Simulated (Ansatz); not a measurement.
A run of Ansatz 0.2.0 is set up as follows.

Contents of input.yaml:

```yaml
crystal:
  lattice:
    - [3.36325, -2.32255, 0.0]
    - [3.36325, 2.32255, 0.0]
    - [0.0, 0.0, 8.7023]
  atoms:
    - { symbol: Br, position: [0.3651, 0.6349, 0.3901] }
    - { symbol: Br, position: [0.1349, 0.8651, 0.8901] }
    - { symbol: Br, position: [0.6349, 0.3651, 0.6099] }
    - { symbol: Br, position: [0.8651, 0.1349, 0.1099] }
hamiltonian:
  xc: rpbe
  pseudopotentials: { kind: paw }
kpoints:
  mp_grid: { grid: [7, 7, 3] }
  band_path:
    path:
      - [[0.0, 0.0, 0.0], [0.3692207505, -0.3692207505, 0.0], [0.0, -0.5, 0.0], [0.0, -0.5, -0.5], [0.3692207505, -0.3692207505, -0.5], [0.0, 0.0, -0.5], [0.0, 0.0, 0.0], [-0.5, -0.5, 0.0], [-0.3692207505, -0.6307792495, 0.0], [-0.3692207505, -0.6307792495, -0.5], [-0.5, -0.5, -0.5], [-0.5, -0.5, 0.0]]
      - [[0.0, 0.0, -0.5], [-0.5, -0.5, -0.5]]
    npoints: 14
scf:
  occupations: { method: fermi_dirac, width: 0.05 }
  n_extra_bands: 10
output:
  forces: true
  stress: true
  eigenvalues: true
  fatbands: false
  write_density: true
  write_potential: true
  elf: true
  volumetric_format: npy
```

Potentials or basis: Ansatz PAW.

Command:

```console
$ ansatz run input.yaml --threads 2 --pin off --max-ram 5632MiB --backend cpu --events-out ev --progress --plain --runs-dir out
```

Estimate the pressure.

3.5 GPa.

Predict the largest force.

0.851 eV/Å.

Estimate the band gap on the k mesh.

1.98 eV, indirect (least direct gap 2.00 eV).

Predict the band gap along the path.

1.94 eV, indirect (least direct gap 1.99 eV).

Forces in eV/Å, atoms in the order of the input:
```
Br   0.000  0.416 -0.743
Br   0.000 -0.416 -0.743
Br   0.000 -0.416  0.743
Br   0.000  0.416  0.743
```

Caveat: the PAW data sets come from PBE, with cores solved anew for the run's functional, which leaves a small shift of forces and pressure. As with any semilocal functional, this RPBE gap is likely too small.
